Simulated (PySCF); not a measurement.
AlN:

```
Al N
1.0
     0.00000    2.18399    2.18399
     2.18399    0.00000    2.18399
     2.18399    2.18399    0.00000
Al N
1 1
Direct
  0.00000 0.00000 0.00000
  0.25000 0.25000 0.25000
```

Measurements of this composition are mostly on another form, of space group No. 186.

Base run:

```yaml
Program: PySCF 2.14.0
Functional: PBEsol
Potentials_or_basis: DZVP-MOLOPT-SR/GTH-PBE (potentials made for PBE)
k_mesh: 10 × 10 × 10
Occupations: fermi-dirac, width 0.05 eV
Spin: no spin polarisation
```

Its results: band gap on the k mesh 3.16 eV, indirect (least direct gap 4.28 eV).

The run is repeated on the same cell with these changes: functional from PBEsol to PBE. What comes out?

Band gap on the k mesh 3.32 eV, indirect (least direct gap 4.38 eV).

Caveats: the basis of atomic orbitals isn't converged, which shifts pressures, moduli and gaps.

A k mesh can miss the band edges.

Not every run made on this cell is shown here.
